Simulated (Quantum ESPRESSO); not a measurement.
# BaTiO3 (Pm-3m) in Quantum ESPRESSO: reference runs

Reference runs on BaTiO3: the cell as given.

All numbers are computed with Quantum ESPRESSO 7.5; they aren't measurements. Logs are shortened: lines on timing, memory, paths and dates and some standing lists are left out, and cuts for length are marked.

### 1 The crystal as given

It takes space group Pm-3m (No. 221, cubic). The conventional cell has a = 4.006 Å, b = 4.006 Å, c = 4.006 Å, α = 90.00°, β = 90.00°, γ = 90.00°. Around Ba (site symmetry m-3m) lie 12 O at 2.83 Å. Ti (site symmetry m-3m) has 6 O at 2.00 Å as nearest neighbours. Around O (site symmetry 4/mmm) lie 2 Ti at 2.00 Å.

### 2 Single point, PBEsol

pw.in reads:

```
&CONTROL
  calculation = 'scf'
  prefix = 'pwscf'
  outdir = './tmp'
  pseudo_dir = './pseudo'
  tprnfor = .true.
  tstress = .true.
  disk_io = 'low'
/
&SYSTEM
  ibrav = 0
  nat = 5
  ntyp = 3
  ecutwfc = 45
  ecutrho = 360
  nbnd = 28
  occupations = 'smearing'
  smearing = 'fd'
  degauss = 0.00367493
/
&ELECTRONS
  conv_thr = 1d-09
  electron_maxstep = 120
  mixing_beta = 0.5
/
ATOMIC_SPECIES
Ba   137.3270 ba_pbesol_v1.uspp.F.UPF
Ti    47.8670 ti_pbesol_v1.4.uspp.F.UPF
O     15.9990 o_pbesol_v1.2.uspp.F.UPF
CELL_PARAMETERS angstrom
   4.0060000000    0.0000000000    0.0000000000
   0.0000000000    4.0060000000    0.0000000000
   0.0000000000    0.0000000000    4.0060000000
ATOMIC_POSITIONS crystal
Ba     0.5000000000    0.5000000000    0.5000000000
Ti     0.0000000000    0.0000000000    0.0000000000
O      0.0000000000    0.0000000000    0.5000000000
O      0.0000000000    0.5000000000    0.0000000000
O      0.5000000000    0.0000000000    0.0000000000
K_POINTS automatic
7 7 7 0 0 0
```

pp_density.in reads:

```
&INPUTPP
  prefix = 'pwscf'
  outdir = './tmp'
  filplot = 'density.dat'
  plot_num = 0
/
&PLOT
  nfile = 1
  filepp(1) = 'density.dat'
  iflag = 3
  output_format = 6
  fileout = 'density.cube'
/
```

pp_potential.in reads:

```
&INPUTPP
  prefix = 'pwscf'
  outdir = './tmp'
  filplot = 'potential.dat'
  plot_num = 11
/
&PLOT
  nfile = 1
  filepp(1) = 'potential.dat'
  iflag = 3
  output_format = 6
  fileout = 'potential.cube'
/
```

Potentials or basis: GBRV 1.5 PBEsol.

Started as:

```sh
$ OMP_NUM_THREADS=1 mpirun -n 2 pw.x -nk 2 -in pw.in > pw.out
$ OMP_NUM_THREADS=1 mpirun -n 1 pp.x -in pp_density.in > pp_density.out
$ OMP_NUM_THREADS=1 mpirun -n 1 pp.x -in pp_potential.in > pp_potential.out
```

pw.out:

```text
This program is part of the open-source Quantum ESPRESSO suite
     for quantum simulation of materials; please cite
         "P. Giannozzi et al., J. Phys.:Condens. Matter 21 395502 (2009);
         "P. Giannozzi et al., J. Phys.:Condens. Matter 29 465901 (2017);
         "P. Giannozzi et al., J. Chem. Phys. 152 154105 (2020);
     in publications or presentations arising from this work. More details at

     Message from routine setup:
     using ibrav=0 with symmetry is DISCOURAGED, use correct ibrav instead

     K-points division:     npool     =       2
     Subspace diagonalization in iterative solution of the eigenvalue problem:
     a serial algorithm will be used

     G-vector sticks info
     --------------------
     sticks:   dense  smooth     PW     G-vecs:    dense   smooth      PW
     Sum        1649     829    241                50061    17773    2897

     Using Slab Decomposition

     bravais-lattice index     =            0
     lattice parameter (alat)  =       7.5702  a.u.
     unit-cell volume          =     433.8398 (a.u.)^3
     number of atoms/cell      =            5
     number of atomic types    =            3
     number of electrons       =        40.00
     number of Kohn-Sham states=           28
     kinetic-energy cutoff     =      45.0000  Ry
     charge density cutoff     =     360.0000  Ry
     scf convergence threshold =      1.0E-09
     mixing beta               =       0.5000
     number of iterations used =            8  plain     mixing
     Exchange-correlation= SLA  PW   PSX  PSC
                           (   1   4  10   8   0   0   0)

     celldm(1)=   7.570243  celldm(2)=   0.000000  celldm(3)=   0.000000
     celldm(4)=   0.000000  celldm(5)=   0.000000  celldm(6)=   0.000000

     crystal axes: (cart. coord. in units of alat)
               a(1) = (   1.000000   0.000000   0.000000 )
               a(2) = (   0.000000   1.000000   0.000000 )
               a(3) = (   0.000000   0.000000   1.000000 )

     reciprocal axes: (cart. coord. in units 2 pi/alat)
               b(1) = (  1.000000  0.000000  0.000000 )
               b(2) = (  0.000000  1.000000  0.000000 )
               b(3) = (  0.000000  0.000000  1.000000 )

     PseudoPot. # 1 for Ba read from file:
     ba_pbesol_v1.uspp.F.UPF
     Pseudo is Ultrasoft + core correction, Zval = 10.0
     Generated by new atomic code, or converted to UPF format
     Using radial grid of  907 points,  7 beta functions with:
                l(1) =   0
                l(2) =   0
                l(3) =   1
                l(4) =   1
                l(5) =   2
                l(6) =   2
                l(7) =   3
     Q(r) pseudized with  6 coefficients,  rinner =    1.700   1.700   1.700
                                                       1.700   1.700   1.700
                                                       1.700

     PseudoPot. # 2 for Ti read from file:
     ti_pbesol_v1.4.uspp.F.UPF
     Pseudo is Ultrasoft + core correction, Zval = 12.0
     Generated by new atomic code, or converted to UPF format
     Using radial grid of  851 points,  6 beta functions with:
                l(1) =   0
                l(2) =   0
                l(3) =   1
                l(4) =   1
                l(5) =   2
                l(6) =   2
     Q(r) pseudized with  6 coefficients,  rinner =    1.000   1.000   1.000
                                                       1.000   1.000

     PseudoPot. # 3 for O  read from file:
     o_pbesol_v1.2.uspp.F.UPF
     Pseudo is Ultrasoft + core correction, Zval =  6.0
     Generated by new atomic code, or converted to UPF format
     Using radial grid of  737 points,  5 beta functions with:
                l(1) =   0
                l(2) =   0
                l(3) =   1
                l(4) =   1
                l(5) =   2
     Q(r) pseudized with  8 coefficients,  rinner =    0.900   0.900   0.900
                                                       0.900   0.900

     atomic species   valence    mass     pseudopotential
     Ba               10.00   137.32700     Ba( 1.00)
     Ti               12.00    47.86700     Ti( 1.00)
     O                 6.00    15.99900     O ( 1.00)

     48 Sym. Ops., with inversion, found

   Cartesian axes

     site n.     atom                  positions (alat units)
         1        Ba     tau(   1) = (   0.5000000   0.5000000   0.5000000  )
         2        Ti     tau(   2) = (   0.0000000   0.0000000   0.0000000  )
         3        O      tau(   3) = (   0.0000000   0.0000000   0.5000000  )
         4        O      tau(   4) = (   0.0000000   0.5000000   0.0000000  )
         5        O      tau(   5) = (   0.5000000   0.0000000   0.0000000  )

     number of k points=    20  Fermi-Dirac smearing, width (Ry)=  0.0037
                       cart. coord. in units 2pi/alat
        k(    1) = (   0.0000000   0.0000000   0.0000000), wk =   0.0058309
        k(    2) = (   0.0000000   0.0000000   0.1428571), wk =   0.0349854
        k(    3) = (   0.0000000   0.0000000   0.2857143), wk =   0.0349854
        k(    4) = (   0.0000000   0.0000000   0.4285714), wk =   0.0349854
        k(    5) = (   0.0000000   0.1428571   0.1428571), wk =   0.0699708
        k(    6) = (   0.0000000   0.1428571   0.2857143), wk =   0.1399417
[... 12 lines left out ...]
        k(   19) = (   0.2857143   0.4285714   0.4285714), wk =   0.1399417
        k(   20) = (   0.4285714   0.4285714   0.4285714), wk =   0.0466472

     Dense  grid:    50061 G-vectors     FFT dimensions: (  45,  45,  45)

     Smooth grid:    17773 G-vectors     FFT dimensions: (  36,  36,  36)

     Check: negative core charge=   -0.000006

     Initial potential from superposition of free atoms

     starting charge      38.9861, renormalised to      40.0000

     negative rho (up, down):  9.890E-02 0.000E+00
     Starting wfcs are   35 randomized atomic wfcs

     Self-consistent Calculation

     iteration #  1     ecut=    45.00 Ry     beta= 0.50
     Davidson diagonalization with overlap
     ethr =  1.00E-02,  avg # of iterations =  2.0

     negative rho (up, down):  9.315E-02 0.000E+00

     total energy              =    -286.43414935 Ry
     estimated scf accuracy    <       0.71149447 Ry

     iteration #  2     ecut=    45.00 Ry     beta= 0.50
     Davidson diagonalization with overlap
     ethr =  1.78E-03,  avg # of iterations =  2.1

     negative rho (up, down):  9.207E-02 0.000E+00

     total energy              =    -286.16835178 Ry
     estimated scf accuracy    <       3.38502852 Ry

     iteration #  3     ecut=    45.00 Ry     beta= 0.50
     Davidson diagonalization with overlap
     ethr =  1.78E-03,  avg # of iterations =  2.1

     negative rho (up, down):  9.041E-02 0.000E+00

     total energy              =    -286.73657178 Ry
     estimated scf accuracy    <       0.11593491 Ry

     iteration #  4     ecut=    45.00 Ry     beta= 0.50
     Davidson diagonalization with overlap
     ethr =  2.90E-04,  avg # of iterations =  1.1
[... 37 lines left out ...]
     negative rho (up, down):  8.807E-02 0.000E+00

     total energy              =    -286.73625653 Ry
     estimated scf accuracy    <       0.00000062 Ry

     iteration #  9     ecut=    45.00 Ry     beta= 0.50
     Davidson diagonalization with overlap
     ethr =  1.56E-09,  avg # of iterations =  1.2

     negative rho (up, down):  8.807E-02 0.000E+00

     total energy              =    -286.73625661 Ry
     estimated scf accuracy    <          7.3E-09 Ry

     iteration # 10     ecut=    45.00 Ry     beta= 0.50
     Davidson diagonalization with overlap
     ethr =  1.82E-11,  avg # of iterations =  2.9

     negative rho (up, down):  8.807E-02 0.000E+00

     End of self-consistent calculation

          k = 0.0000 0.0000 0.0000 (  2205 PWs)   bands (ev):

   -46.1082 -22.4439 -22.4439 -22.4439 -14.4108  -6.5388  -5.8454  -5.8454
     0.3941   0.3941   0.3941   7.9101   7.9101   7.9101   9.0933   9.0933
     9.0933  10.0847  10.0847  10.0847  11.9537  11.9537  11.9537  14.1881
    14.1881  15.2287  15.2287  17.4524

          k = 0.0000 0.0000 0.1429 (  2204 PWs)   bands (ev):

   -46.1081 -22.4536 -22.4435 -22.4435 -14.3882  -6.5515  -5.8381  -5.8285
     0.4259   0.4259   0.4768   7.5780   7.8522   7.8522   8.8712   8.8712
     8.9176   9.5884   9.9387   9.9387  11.9795  12.3613  12.3613  14.1893
    14.7224  15.5976  15.6127  17.9441

          k = 0.0000 0.0000 0.2857 (  2208 PWs)   bands (ev):

   -46.1078 -22.4753 -22.4425 -22.4425 -14.3366  -6.6446  -5.8216  -5.7117
     0.4999   0.4999   0.6601   6.8506   7.6627   7.6627   8.5397   8.5397
     8.5684   8.7962   9.6935   9.6935  12.0389  13.1122  13.1122  14.1917
    15.5885  16.4414  16.5851  19.2119

          k = 0.0000 0.0000 0.4286 (  2208 PWs)   bands (ev):

   -46.1075 -22.4925 -22.4418 -22.4418 -14.2942  -6.7556  -5.8084  -5.5665
     0.5617   0.5617   0.8052   6.2889   7.4578   7.4578   8.3149   8.3219
     8.3898   8.3898   9.5312   9.5312  12.0879  13.6434  13.6434  14.1934
    16.1175  17.1765  17.6051  18.4668

          k = 0.0000 0.1429 0.1429 (  2203 PWs)   bands (ev):
[... 90 lines left out ...]
          k = 0.2857 0.2857 0.4286 (  2213 PWs)   bands (ev):

   -46.1067 -22.4886 -22.4711 -22.4707 -14.2007  -6.1183  -5.6945  -5.6929
    -0.0008   0.1227   0.4664   6.1172   6.8004   6.9719   7.0846   7.7809
     7.8947   9.4606   9.7067   9.8472  13.7048  13.9618  13.9803  16.4965
    17.2369  18.1085  18.1665  18.3280

          k = 0.2857 0.4286 0.4286 (  2228 PWs)   bands (ev):

   -46.1064 -22.4876 -22.4875 -22.4700 -14.1756  -5.9141  -5.6869  -5.6678
    -0.0860  -0.0548   0.1761   5.9635   6.4482   6.9597   7.1900   7.7701
     7.8051   9.7061   9.7712  10.1044  14.0454  14.0516  14.2182  16.7104
    17.6888  17.7028  17.9769  18.0847

          k = 0.4286 0.4286 0.4286 (  2248 PWs)   bands (ev):

   -46.1062 -22.4868 -22.4866 -22.4866 -14.1518  -5.7100  -5.6263  -5.6263
    -0.2744  -0.2744  -0.1623   5.8214   6.4531   6.4531   7.6344   7.8190
     7.8190  10.0647  10.0647  10.1461  14.3052  14.3058  14.3058  17.1451
    17.1451  17.2259  17.8308  17.8308

     the Fermi energy is    11.0849 ev

!    total energy              =    -286.73625661 Ry
     estimated scf accuracy    <          7.5E-10 Ry
     smearing contrib. (-TS)   =      -0.00000000 Ry
     internal energy E=F+TS    =    -286.73625661 Ry

     The total energy is F=E-TS. E is the sum of the following terms:
     one-electron contribution =     -72.00208008 Ry
     hartree contribution      =      59.67210037 Ry
     xc contribution           =     -67.25724172 Ry
     ewald contribution        =    -207.14903517 Ry

     convergence has been achieved in  10 iterations

     negative rho (up, down):  8.807E-02 0.000E+00

     Forces acting on atoms (cartesian axes, Ry/au):

     atom    1 type  1   force =     0.00000000    0.00000000    0.00000000
     atom    2 type  2   force =     0.00000000    0.00000000    0.00000000
     atom    3 type  3   force =     0.00000000    0.00000000    0.00000000
     atom    4 type  3   force =     0.00000000    0.00000000    0.00000000
     atom    5 type  3   force =     0.00000000    0.00000000    0.00000000

     Total force =     0.000000     Total SCF correction =     0.000000

     Computing stress (Cartesian axis) and pressure

     negative rho (up, down):  8.807E-02 0.000E+00
          total   stress  (Ry/bohr**3)                   (kbar)     P=      -36.02
  -0.00024488   0.00000000   0.00000000          -36.02        0.00        0.00
   0.00000000  -0.00024488   0.00000000            0.00      -36.02        0.00
   0.00000000   0.00000000  -0.00024488            0.00        0.00      -36.02

=------------------------------------------------------------------------------=
   JOB DONE.
=------------------------------------------------------------------------------=
```

Wall time 22 s (2 MPI ranks of Arm Neoverse V1, shared host); peak memory 0.46 GiB.

What came out:

```
Free energy            : -3901.2455 eV
Pressure               : -3.6 GPa
Band gap on the k mesh : 1.81 eV, indirect (least direct gap 1.87 eV)
```

Levels at points of the mesh, in eV from the valence-band top:
| k point | band 17 | band 18 | band 19 | band 20 | band 21 | band 22 | band 23 | band 24 |
| --- | --- | --- | --- | --- | --- | --- | --- | --- |
| (0.00, 0.00, 0.00) | -1.05 | -0.06 | -0.06 | -0.06 | 1.81 | 1.81 | 1.81 | 4.04 |

Caveat: spin-orbit coupling is left out, which moves the levels of the heavy elements; an odd mesh through Γ misses points on the zone boundary, where band edges often lie.
